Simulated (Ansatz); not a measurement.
## Ca: consecutive steps of a trajectory

Theory: Ansatz 0.2.0, DFT PBE, scalar-relativistic, plane waves, PAW. Cutoff 420 eV, shifted (0.5, 0.5, 0.5 steps) 2×2×2 k-points, Fermi–Dirac smearing of 0.1 eV. The mesh is coarse. No spin polarisation.

16 atoms, starting at 1.04 times the perfect crystal's volume (space group Immm, the cell as given, not relaxed at this level); Langevin thermostat and barostat at 1200 K (friction 0.005 fs⁻¹), target pressure 0 GPa; 16 steps of 3 fs. The run is short and not equilibrated. The steps keep the starting cell's plane waves.

Positions in Å, velocities in 0.01 Å/fs, forces in eV/Å; dE is the potential energy from the first frame shown.

```xyz
16
Lattice="8.4976 0.0000 -4.9558 -8.4976 0.0000 -4.9558 0.0000 8.5188 4.9558" Properties=species:S:1:pos:R:3:v100:R:3:forces:R:3 pbc="T T T" time_fs=15.00 dE_eV=0.0000 T_K=1097
Ca   -4.3061    8.5049    2.3692   -0.5153   -0.1556   -0.8749    0.0310   -0.0217    0.1802
Ca    0.0608   -0.0551   -2.4007    0.4363   -0.2972    0.6031   -0.1790    0.0263   -0.1987
Ca    4.1201    0.0148   -2.4639   -0.7874    0.1522    0.0369    0.2957   -0.0861    0.0268
Ca    2.2487    2.0824   -5.0065    0.9205   -0.4063   -0.3238   -0.2367    0.0742    0.1179
Ca   -2.0939    2.0966    0.0113    0.1233   -0.1734   -0.1257   -0.1171    0.0449   -0.1282
Ca    0.0150    4.3039   -2.5701    0.0655    0.1153   -0.4997    0.0035   -0.0990    0.1562
Ca   -0.0175    8.7002   -2.4562   -0.0935    1.2951    0.1916    0.0787   -0.3120   -0.0337
Ca    1.9793    2.0754   -0.1822   -0.9002   -0.3170   -1.2212    0.2193    0.2396    0.3271
Ca   -2.1950    2.0633   -4.9420   -0.4633   -0.3172    0.1124    0.0526    0.1710    0.0268
Ca    4.2358    4.2577   -2.5283   -0.1965    0.0238   -0.4627    0.0444    0.0043    0.1031
Ca   -2.0877    6.4316    0.0714    0.3562    0.3316    0.4728   -0.0109   -0.0017   -0.1972
Ca   -0.0407    4.3006    2.4386   -0.3401    0.1521   -0.1205    0.0947   -0.1543    0.1352
Ca    2.1130    6.4167    0.0921    0.0405    0.1613    0.4961    0.0147   -0.0422   -0.2491
Ca   -4.2763    4.3161   -2.3778   -0.4038    0.5004    0.6436    0.0949   -0.1387   -0.2094
Ca   -2.0293    6.3289   -4.8948    0.5864   -0.2279    0.2771   -0.2485    0.1750   -0.0888
Ca   -6.3323    6.3331   -0.0124    0.0896   -0.4843    0.0479   -0.1375    0.1203    0.0318
16
Lattice="8.4976 0.0000 -4.9558 -8.4976 0.0000 -4.9558 0.0000 8.5189 4.9558" Properties=species:S:1:pos:R:3:v100:R:3:forces:R:3 pbc="T T T" time_fs=18.00 dE_eV=0.1002 T_K=1128
Ca   -4.3234    8.4995    2.3434   -0.6345   -0.2065   -0.8472    0.0394   -0.0181    0.2140
Ca    0.0707   -0.0635   -2.3831    0.2252   -0.2658    0.5700   -0.2158    0.0171   -0.2478
Ca    4.0980    0.0188   -2.4615   -0.6852    0.1135    0.1281    0.3546   -0.1041    0.0405
Ca    2.2750    2.0706   -5.0171    0.8343   -0.3822   -0.3832   -0.2817    0.0905    0.1415
Ca   -2.0887    2.0933    0.0077    0.2232   -0.0506   -0.1147   -0.1457    0.0498   -0.1469
Ca    0.0174    4.3075   -2.5827    0.0952    0.1213   -0.3379    0.0046   -0.1126    0.1790
Ca   -0.0218    8.7394   -2.4484   -0.1905    1.3095    0.3299    0.0910   -0.3708   -0.0469
Ca    1.9529    2.0643   -0.2183   -0.8586   -0.4239   -1.1821    0.2599    0.2909    0.3979
Ca   -2.2088    2.0555   -4.9382   -0.4580   -0.2041    0.1455    0.0551    0.2017    0.0360
Ca    4.2269    4.2580   -2.5426   -0.3953   -0.0016   -0.4884    0.0653    0.0019    0.1292
Ca   -2.0755    6.4428    0.0892    0.4585    0.4162    0.7150   -0.0230   -0.0072   -0.2384
Ca   -0.0516    4.3035    2.4341   -0.3879    0.0386   -0.1809    0.1187   -0.1725    0.1526
Ca    2.1130    6.4237    0.1097   -0.0427    0.3049    0.6724    0.0092   -0.0538   -0.2944
Ca   -4.2876    4.3319   -2.3604   -0.3443    0.5505    0.5167    0.1299   -0.1616   -0.2412
Ca   -2.0105    6.3229   -4.8856    0.6690   -0.1733    0.3369   -0.2972    0.2002   -0.1014
Ca   -6.3299    6.3196   -0.0109    0.0726   -0.4171    0.0537   -0.1642    0.1487    0.0265
16
Lattice="8.4974 0.0000 -4.9557 -8.4974 0.0000 -4.9557 0.0000 8.5186 4.9557" Properties=species:S:1:pos:R:3:v100:R:3:forces:R:3 pbc="T T T" time_fs=21.00 dE_eV=0.2142 T_K=1042
Ca   -4.3418    8.4937    2.3205   -0.6010   -0.1627   -0.6727    0.0483   -0.0153    0.2410
Ca    0.0773   -0.0703   -2.3658    0.2110   -0.1865    0.5769   -0.2494    0.0069   -0.2965
Ca    4.0775    0.0215   -2.4596   -0.6723    0.0695   -0.0074    0.4120   -0.1187    0.0549
Ca    2.2999    2.0602   -5.0293    0.8267   -0.3079   -0.4413   -0.3243    0.1053    0.1680
Ca   -2.0844    2.0906    0.0032    0.0599   -0.1254   -0.1833   -0.1735    0.0553   -0.1643
Ca    0.0212    4.3121   -2.5917    0.1576    0.1903   -0.2662    0.0021   -0.1267    0.1987
Ca   -0.0288    8.7798   -2.4397   -0.2789    1.4028    0.2456    0.1040   -0.4298   -0.0607
Ca    1.9301    2.0510   -0.2528   -0.6575   -0.4599   -1.1173    0.2951    0.3436    0.4697
Ca   -2.2244    2.0506   -4.9343   -0.5846   -0.1176    0.1042    0.0578    0.2290    0.0480
Ca    4.2155    4.2554   -2.5559   -0.3568   -0.1640   -0.3994    0.0883    0.0049    0.1529
Ca   -2.0611    6.4535    0.1098    0.5004    0.3121    0.6556   -0.0434   -0.0106   -0.2803
Ca   -0.0619    4.3065    2.4276   -0.3015    0.1674   -0.2476    0.1417   -0.1898    0.1716
Ca    2.1112    6.4340    0.1292   -0.0719    0.3918    0.6309    0.0050   -0.0696   -0.3417
Ca   -4.2986    4.3484   -2.3438   -0.3925    0.5595    0.5847    0.1664   -0.1811   -0.2704
Ca   -1.9923    6.3191   -4.8786    0.5368   -0.0712    0.1203   -0.3428    0.2197   -0.1103
Ca   -6.3302    6.3067   -0.0093   -0.1055   -0.4266    0.0558   -0.1874    0.1768    0.0194
16
Lattice="8.4966 0.0000 -4.9553 -8.4966 0.0000 -4.9553 0.0000 8.5179 4.9553" Properties=species:S:1:pos:R:3:v100:R:3:forces:R:3 pbc="T T T" time_fs=24.00 dE_eV=0.3374 T_K=966
Ca   -4.3582    8.4895    2.3002   -0.5145   -0.0678   -0.6680    0.0532   -0.0178    0.2629
Ca    0.0820   -0.0738   -2.3487    0.1005   -0.0450    0.5489   -0.2834   -0.0104   -0.3478
Ca    4.0573    0.0214   -2.4603   -0.6511   -0.0765   -0.0505    0.4679   -0.1267    0.0738
Ca    2.3226    2.0525   -5.0417    0.6967   -0.1868   -0.4115   -0.3657    0.1143    0.1937
Ca   -2.0830    2.0849   -0.0027    0.0185   -0.2384   -0.2144   -0.1951    0.0655   -0.1774
Ca    0.0240    4.3159   -2.5976    0.0306    0.0928   -0.1432   -0.0013   -0.1401    0.2162
Ca   -0.0367    8.8186   -2.4322   -0.2422    1.2297    0.2385    0.1156   -0.4837   -0.0707
Ca    1.9092    2.0359   -0.2849   -0.7259   -0.5301   -1.0257    0.3302    0.3983    0.5407
Ca   -2.2414    2.0489   -4.9305   -0.5645    0.0184    0.1207    0.0619    0.2505    0.0590
Ca    4.2049    4.2470   -2.5686   -0.3249   -0.3739   -0.4653    0.1090    0.0170    0.1738
Ca   -2.0463    6.4639    0.1289    0.4744    0.4161    0.6193   -0.0668   -0.0114   -0.3168
Ca   -0.0709    4.3116    2.4199   -0.2937    0.2031   -0.2489    0.1601   -0.2105    0.1890
Ca    2.1085    6.4445    0.1497   -0.0978    0.3433    0.7337    0.0015   -0.0867   -0.3926
Ca   -4.3095    4.3646   -2.3254   -0.3616    0.5479    0.6288    0.2045   -0.1980   -0.3018
Ca   -1.9751    6.3168   -4.8731    0.5947   -0.0466    0.2191   -0.3852    0.2337   -0.1159
Ca   -6.3323    6.2936   -0.0067   -0.0747   -0.4075    0.1133   -0.2065    0.2062    0.0139
16
Lattice="8.4959 0.0000 -4.9548 -8.4959 0.0000 -4.9548 0.0000 8.5171 4.9548" Properties=species:S:1:pos:R:3:v100:R:3:forces:R:3 pbc="T T T" time_fs=27.00 dE_eV=0.4670 T_K=907
Ca   -4.3739    8.4868    2.2796   -0.5616   -0.0662   -0.6884    0.0566   -0.0204    0.2862
Ca    0.0852   -0.0746   -2.3317    0.1166   -0.0125    0.5677   -0.3161   -0.0347   -0.3999
Ca    4.0391    0.0191   -2.4614   -0.5306   -0.0796   -0.0392    0.5195   -0.1253    0.0953
Ca    2.3424    2.0476   -5.0531    0.6373   -0.1300   -0.3776   -0.4025    0.1169    0.2152
Ca   -2.0826    2.0787   -0.0106    0.0004   -0.1670   -0.3078   -0.2147    0.0750   -0.1863
Ca    0.0249    4.3189   -2.6019    0.0321    0.1270   -0.1603   -0.0007   -0.1522    0.2348
Ca   -0.0460    8.8548   -2.4225   -0.3828    1.2363    0.3955    0.1271   -0.5301   -0.0829
Ca    1.8880    2.0211   -0.3134   -0.6726   -0.4417   -0.8682    0.3681    0.4524    0.6071
Ca   -2.2574    2.0514   -4.9257   -0.5145    0.1621    0.1719    0.0631    0.2660    0.0682
Ca    4.1951    4.2358   -2.5837   -0.2978   -0.3435   -0.5541    0.1295    0.0336    0.1979
Ca   -2.0310    6.4774    0.1465    0.5297    0.5211    0.5513   -0.0914   -0.0165   -0.3490
Ca   -0.0810    4.3162    2.4129   -0.3818    0.1255   -0.2050    0.1779   -0.2264    0.2040
Ca    2.1056    6.4550    0.1707   -0.0799    0.3952    0.6638   -0.0030   -0.1048   -0.4441
Ca   -4.3195    4.3808   -2.3083   -0.3316    0.5561    0.4959    0.2408   -0.2130   -0.3275
Ca   -1.9577    6.3146   -4.8659    0.5507   -0.0583    0.2322   -0.4265    0.2479   -0.1247
Ca   -6.3343    6.2822   -0.0028   -0.0920   -0.3146    0.1460   -0.2277    0.2318    0.0057
16
Lattice="8.4947 0.0000 -4.9542 -8.4947 0.0000 -4.9542 0.0000 8.5160 4.9542" Properties=species:S:1:pos:R:3:v100:R:3:forces:R:3 pbc="T T T" time_fs=30.00 dE_eV=0.6032 T_K=866
Ca   -4.3901    8.4856    2.2609   -0.5562    0.0645   -0.5402    0.0602   -0.0235    0.3053
Ca    0.0903   -0.0755   -2.3162    0.2237   -0.0485    0.4406   -0.3555   -0.0587   -0.4465
Ca    4.0206    0.0173   -2.4615   -0.6647   -0.0365    0.0128    0.5745   -0.1213    0.1170
Ca    2.3604    2.0426   -5.0608    0.5851   -0.1841   -0.1805   -0.4361    0.1221    0.2306
Ca   -2.0821    2.0744   -0.0181    0.0077   -0.0989   -0.1952   -0.2325    0.0810   -0.1965
Ca    0.0246    4.3224   -2.6044   -0.0555    0.1438   -0.0286    0.0019   -0.1618    0.2502
Ca   -0.0565    8.8906   -2.4110   -0.3175    1.2290    0.3510    0.1402   -0.5737   -0.0984
Ca    1.8673    2.0091   -0.3409   -0.6904   -0.3386   -0.9673    0.4061    0.5042    0.6729
Ca   -2.2717    2.0560   -4.9202   -0.4570    0.1615    0.1494    0.0611    0.2795    0.0787
Ca    4.1881    4.2249   -2.5997   -0.1308   -0.3497   -0.5310    0.1454    0.0522    0.2233
Ca   -2.0150    6.4922    0.1632    0.5202    0.5247    0.5666   -0.1188   -0.0220   -0.3786
Ca   -0.0909    4.3207    2.4062   -0.2767    0.2103   -0.2178    0.1951   -0.2393    0.2182
Ca    2.1017    6.4665    0.1925   -0.1626    0.4276    0.7904   -0.0063   -0.1250   -0.4980
Ca   -4.3300    4.3975   -2.2937   -0.4045    0.5970    0.4560    0.2767   -0.2300   -0.3464
Ca   -1.9424    6.3122   -4.8587    0.4513   -0.0462    0.2002   -0.4628    0.2643   -0.1334
Ca   -6.3358    6.2732   -0.0001   -0.0671   -0.2304    0.0373   -0.2492    0.2521    0.0017
16
Lattice="8.4933 0.0000 -4.9533 -8.4933 0.0000 -4.9533 0.0000 8.5145 4.9533" Properties=species:S:1:pos:R:3:v100:R:3:forces:R:3 pbc="T T T" time_fs=33.00 dE_eV=0.7530 T_K=896
Ca   -4.4050    8.4875    2.2459   -0.4875    0.1561   -0.4315    0.0642   -0.0328    0.3139
Ca    0.0998   -0.0759   -2.3016    0.4076    0.0169    0.5077   -0.4095   -0.0864   -0.4922
Ca    4.0018    0.0166   -2.4607   -0.5458   -0.0120    0.0105    0.6374   -0.1180    0.1370
Ca    2.3806    2.0366   -5.0663    0.7835   -0.1934   -0.2456   -0.4729    0.1302    0.2442
Ca   -2.0801    2.0723   -0.0233    0.1011   -0.0144   -0.1494   -0.2490    0.0823   -0.2110
Ca    0.0236    4.3250   -2.6055   -0.0077    0.0804   -0.0699    0.0071   -0.1673    0.2598
Ca   -0.0656    8.9253   -2.3992   -0.2893    1.1811    0.4056    0.1557   -0.6155   -0.1147
Ca    1.8480    1.9981   -0.3706   -0.5700   -0.3683   -1.0142    0.4460    0.5596    0.7473
Ca   -2.2840    2.0613   -4.9161   -0.3928    0.2189    0.0691    0.0568    0.2913    0.0927
Ca    4.1850    4.2122   -2.6155   -0.0276   -0.4444   -0.5543    0.1552    0.0770    0.2460
Ca   -1.9962    6.5073    0.1788    0.7043    0.5582    0.4747   -0.1506   -0.0253   -0.4037
Ca   -0.1012    4.3239    2.4001   -0.4110    0.0541   -0.1637    0.2140   -0.2489    0.2329
Ca    2.0979    6.4766    0.2171   -0.0667    0.3182    0.8513   -0.0085   -0.1456   -0.5560
Ca   -4.3411    4.4151   -2.2784   -0.3851    0.6258    0.5347    0.3179   -0.2523   -0.3657
Ca   -1.9294    6.3089   -4.8515    0.3941   -0.0988    0.2269   -0.4931    0.2827   -0.1417
Ca   -6.3363    6.2660   -0.0010   -0.0430   -0.1787   -0.0948   -0.2709    0.2689    0.0113
```

Problem. What is the next frame? The thermostat's random kicks make it one of many possible.

Solution.
```xyz
16
Lattice="8.4915 0.0000 -4.9523 -8.4915 0.0000 -4.9523 0.0000 8.5128 4.9523" Properties=species:S:1:pos:R:3:v100:R:3:forces:R:3 pbc="T T T" time_fs=36.00 dE_eV=0.9081 T_K=809
Ca   -4.4193    8.4906    2.2343   -0.5228    0.1708   -0.3108    0.0720   -0.0450    0.3149
Ca    0.1107   -0.0769   -2.2875    0.3169   -0.0806    0.3995   -0.4627   -0.1093   -0.5312
Ca    3.9867    0.0184   -2.4595   -0.3995    0.1309    0.0386    0.6946   -0.1171    0.1558
Ca    2.4005    2.0303   -5.0710    0.5749   -0.2010   -0.1374   -0.5064    0.1401    0.2599
Ca   -2.0742    2.0730   -0.0256    0.2655    0.0897   -0.0074   -0.2679    0.0789   -0.2281
Ca    0.0228    4.3269   -2.6067   -0.0441    0.1042   -0.0520    0.0130   -0.1730    0.2686
Ca   -0.0699    8.9599   -2.3864    0.0084    1.2467    0.4128    0.1671   -0.6590   -0.1333
Ca    1.8313    1.9902   -0.3971   -0.5174   -0.1290   -0.7555    0.4852    0.6116    0.8159
Ca   -2.2947    2.0659   -4.9138   -0.3503    0.1116    0.0174    0.0500    0.3048    0.1111
Ca    4.1829    4.2007   -2.6318   -0.0586   -0.2657   -0.5688    0.1642    0.1026    0.2670
Ca   -1.9740    6.5258    0.1931    0.7476    0.7633    0.4802   -0.1858   -0.0329   -0.4249
Ca   -0.1143    4.3251    2.3976   -0.4663    0.0836    0.0336    0.2380   -0.2493    0.2423
Ca    2.0944    6.4864    0.2419   -0.1384    0.4278    0.8041   -0.0098   -0.1690   -0.6084
Ca   -4.3506    4.4329   -2.2604   -0.3058    0.6174    0.6318    0.3604   -0.2745   -0.3869
Ca   -1.9163    6.3054   -4.8442    0.4534   -0.0488    0.1912   -0.5229    0.3038   -0.1470
Ca   -6.3380    6.2594   -0.0025   -0.1528   -0.1696   -0.0071   -0.2890    0.2875    0.0243
```

Cost: 1 run of about 9.8 core-minutes (earlier runs that led there not counted), on Arm Neoverse V1 (shared hosts).